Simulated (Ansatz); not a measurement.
# Band gap of SnO2 (Pnnm) from density functionals to GW, part 2 of 2

What gap does each level of theory give for SnO2 (Pnnm), and in what time?

Ansatz 0.2.0; density functionals, hybrids and G0W0, plane waves, PAW. Known limits of the many-body steps: finite bands, screening cutoff and k mesh; no spin-orbit coupling in G0W0.

So far. Step 9 (G0W0@PBE, 4×4×4 mesh, 485 empty bands, screening to 200 …): Over 15 of 27 irreducible mesh points the G0W0 gap is 1.989 eV, direct, at k = Γ. The PBE gap of this run on the mesh is 0.805 eV. The two states that bound the G0W0 gap lie that far apart at the start, so the correction of the gap is 1.989 − 0.805 = +1.184 eV. The program marks 8 of the 60 corrected levels as in doubt (Σc rises), neither edge state among them.

In doubt: masses and optical values from hybrid runs of this build are listed as unsure (step 10), which bears on the screening that GW takes from such a start.

## (11) G0W0@LDA, 4×4×4 mesh, 485 empty bands, screening to 200 eV

This step: G0W0 on LDA, plane waves, PAW.

input.yaml

```yaml
crystal:
  lattice:
    - [4.788004, 0.0, 0.0]
    - [0.0, 4.866582, 0.0]
    - [0.0, 0.0, 3.240898]
  atoms:
    - { symbol: Sn, position: [0.5, 0.5, 0.5] }
    - { symbol: Sn, position: [0.0, 0.0, 0.0] }
    - { symbol: O, position: [0.291855, 0.321042, 0.0] }
    - { symbol: O, position: [0.791855, 0.178958, 0.5] }
    - { symbol: O, position: [0.208145, 0.821042, 0.5] }
    - { symbol: O, position: [0.708145, 0.678958, 0.0] }
kpoints:
  mp_grid: { grid: [4, 4, 4] }
hamiltonian:
  xc: lda
scf:
  occupations: { method: fixed }
gw:
  n_empty_bands: 485
  ecut_chi: 200.0
  qp_bands: [v2, c2]
  qp_kpoints: band_edges
  screening: { model: contour_deformation }
```

On the command line:

```
$ ansatz run input.yaml --threads 3 --pin off --max-ram 64512MiB --backend cuda --events-out ev --progress --plain --runs-dir out --devices 1 --max-vram 24GiB  # rebuilt from the run's record
```

Wall time 24 s (1 × NVIDIA H100 80GB HBM3 (shared by 3 runs) with 3 threads of AMD EPYC 7R13 (Zen 3), shared host); peak memory 2.6 GiB.

This step gave:

* bands summed: 511
* RPA ε∞ on this mesh (eigenvalues): 5.389, 5.857, 5.886
* plane waves in the screening matrix: 495
* G0W0 gap over the corrected points: 1.918 eV
* k of the valence top: 0, 0, 0
* k of the conduction bottom: 0, 0, 0
* starting gap on the mesh: 0.6808 eV
* Z at the valence top: 0.7236
* Z at the conduction bottom: 0.7869
* least direct G0W0 gap over the corrected points: 1.918 eV

Over 15 of 27 irreducible mesh points the G0W0 gap is 1.918 eV, direct, at k = Γ. The LDA gap of this run on the mesh is 0.681 eV. The two states that bound the G0W0 gap lie that far apart at the start, so the correction of the gap is 1.918 − 0.681 = +1.237 eV. G0W0@LDA against G0W0@HSE06 with 511 bands: 1.918 − 2.993 = −1.075 eV, with the same mesh, files and cutoffs, and both edges at the same k points.

## (12) The ladder

Each gap is the least one over the points named; times are wall times on shared hosts, not benchmarks. A G0W0 time includes the run's own self-consistent start. Runs with listed points see these and the mesh alone, so an edge that moves elsewhere is missed. Rows marked * are further runs, not shown as steps, whose inputs differ from the G0W0 step on the same start in the columns given; solver thresholds can differ too.

```csv
level,mesh,"files, cutoff","bands summed, screening",points,gap (eV),valence top,conduction bottom,least direct gap (eV),time
LDA,6×6×8,"soft_2 PAW, 420 eV",-,mesh and listed points,0.674,"(0.050, 0.000, 0.000)",Γ,0.683,5.2 s
PBE,6×6×8,"soft_2 PAW, 420 eV",-,mesh and path,0.801,"(0.050, 0.000, 0.000)",Γ,0.807,10 s
PBE+SOC,6×6×8,"soft_2 PAW, 420 eV",-,mesh and listed points,0.807,"(0.050, 0.000, 0.000)",Γ,0.812,9.3 s
r2SCAN,6×6×8,"soft_2 PAW, 500 eV",-,mesh and listed points,1.399,Γ,Γ,1.399,5.3 s
HSE06,4×4×4,"soft_2 PAW, 420 eV",-,mesh and listed points,2.427,Γ,Γ,2.427,36 s
PBE0,4×4×4,"soft_2 PAW, 420 eV",-,mesh and listed points,3.136,Γ,Γ,3.136,20 s
DDH-PBE0,4×4×4,"soft_2 PAW, 420 eV",-,mesh and listed points,2.676,Γ,Γ,2.676,64 s
G0W0@PBE*,4×4×4,"soft_2 PAW, 420 eV","197, 100 eV",15 of 27 irreducible mesh points,1.938,Γ,Γ,1.938,11 s
G0W0@PBE,4×4×4,"soft_2 PAW, 420 eV","511, 200 eV",15 of 27 irreducible mesh points,1.989,Γ,Γ,1.989,40 s
G0W0@HSE06,4×4×4,"soft_2 PAW, 420 eV","511, 200 eV",16 of 27 irreducible mesh points,2.993,Γ,Γ,2.993,87 s
G0W0@LDA,4×4×4,"soft_2 PAW, 420 eV","511, 200 eV",15 of 27 irreducible mesh points,1.918,Γ,Γ,1.918,24 s
```

## (13) Summary of results

```
LDA, over mesh and listed points                                   : 0.674 eV
PBE, over mesh and path                                            : 0.801 eV
PBE+SOC, over mesh and listed points                               : 0.807 eV
r2SCAN, over mesh and listed points                                : 1.399 eV
HSE06, over mesh and listed points                                 : 2.427 eV
PBE0, over mesh and listed points                                  : 3.136 eV
DDH-PBE0, over mesh and listed points                              : 2.676 eV
G0W0@PBE (511 bands, 4×4×4), over 15 of 27 irreducible mesh points : 1.989 eV
G0W0@HSE06, over 16 of 27 irreducible mesh points                  : 2.993 eV
G0W0@LDA, over 15 of 27 irreducible mesh points                    : 1.918 eV
known limits                                                       : finite bands, screening cutoff and k mesh; no spin-orbit coupling in G0W0
```

What this shows: The rows run from 0.674 eV (LDA) to 3.136 eV (PBE0). They differ in mesh, plane-wave cutoff, bands and screening cutoff of G0W0 and the points over which the gap was sought as well as in level, so only pairs that share these are like for like. PBE against LDA: 0.801 − 0.674 = +0.127 eV, with the same mesh, files and cutoff, and both edges at the same k points. PBE+SOC against PBE: 0.807 − 0.801 = +0.006 eV, with the same mesh, set of files (read in its fully relativistic form for the spin-orbit run) and cutoff, and both edges at the same k points. The spin-orbit run sees mesh and listed points alone, so its gap is an upper bound: the coupling can move an edge off these points, and the change over the zone, its sign included where it is small, is not known. PBE0 against HSE06: 3.136 − 2.427 = +0.709 eV, with the same mesh, files and cutoff, and both edges at the same k points. DDH-PBE0 against PBE0: 2.676 − 3.136 = −0.460 eV, with the same mesh, files and cutoff, and both edges at the same k points. G0W0@HSE06 against G0W0@PBE with 511 bands: 2.993 − 1.989 = +1.004 eV, with the same mesh, files and cutoffs, and both edges at the same k points. G0W0@LDA against G0W0@HSE06 with 511 bands: 1.918 − 2.993 = −1.075 eV, with the same mesh, files and cutoffs, and both edges at the same k points. The dielectric-dependent hybrid took 0.204 of exact exchange, against 0.25 in PBE0. G0W0@PBE (511 bands, 4×4×4) moves the gap of its own start on the mesh by 1.989 − 0.805 = +1.184 eV, between the same two levels. Over mesh and path, PBE puts the valence top at k = (0.050, 0.000, 0.000), where no G0W0 correction was computed. The G0W0 gap over the whole zone is therefore not known from this run; at its settings it can only be equal to or under the 1.989 eV found, and no correction is carried over from another point. For the start itself the gap is 0.801 eV over mesh and path and 0.805 eV on the mesh of the G0W0 run, in runs that differ in mesh (6×6×8 and 4×4×4). G0W0@HSE06 moves the gap of its own start on the mesh by 2.993 − 2.427 = +0.566 eV, between the same two levels. Both edges that HSE06 shows over mesh and listed points lie at k points where levels were corrected. Levels at other points were not corrected, so a lower G0W0 gap elsewhere in the zone is not ruled out. G0W0@LDA moves the gap of its own start on the mesh by 1.918 − 0.681 = +1.237 eV, between the same two levels. Over mesh and listed points, LDA puts the valence top at k = (0.050, 0.000, 0.000), where no G0W0 correction was computed. The G0W0 gap over the whole zone is therefore not known from this run; at its settings it can only be equal to or under the 1.918 eV found, and no correction is carried over from another point. For the start itself the gap is 0.674 eV over mesh and listed points and 0.681 eV on the mesh of the G0W0 run, in runs that differ in mesh (6×6×8 and 4×4×4). What spin-orbit coupling does to the G0W0 levels was not computed, so no sum with the G0W0 gap is formed. For G0W0@PBE: from 197 bands and 100 eV to 511 bands and 200 eV the gap moves by 1.989 − 1.938 = +0.051 eV; bands and screening cutoff rise together, so their parts are not told apart. Two runs can't test a law of convergence, so the limit is not known. The other G0W0 rows are shown at one basis each (511 bands), so their distance from the limit is not known here. For G0W0@PBE (511 bands, 4×4×4): the program marks 8 of the 60 corrected levels as in doubt (Σc rises), neither edge state among them. The G0W0 runs are scalar-relativistic. No pair of G0W0 runs that differ in the mesh alone is shown (4×4×4 is a supercell whose nearest images lie 13 Å apart), so the error from the mesh is not known here. G0W0 is shown with one set of atomic data (soft_2 PAW), so the error from the files is not known here.

[Paths, hosts, dates, memory and timing lines, banners, echoed tables and standing remarks are left out of the program output.]

[Logs are printed without paths, hosts, clocks, repeated set-up lines and the standing remarks that a program may print on its own settings, such as how far it seeks lower states.]

[Runs of the session that timed out or met a known fault of the program may be left out.]

[Cells called generated may have been cut or substituted from an entry of the Crystallography Open Database or the Materials Project.]

[Hosts, paths, dates, database ids (printed as entryN), source tags and the programs' standing remarks are cut or masked in the printed files.]

[Where an RPA ε∞ is given, it is that of the G0W0 mesh and is not shown converged in it. Names of k-points follow the symmetry that the program found, which can be lower than the space group named. Band edges on a path are those of the sampled points; other points can move an edge, and change direct to indirect where valleys lie close.]

[Hybrid gaps are those of their k-mesh and are not shown converged in it.]
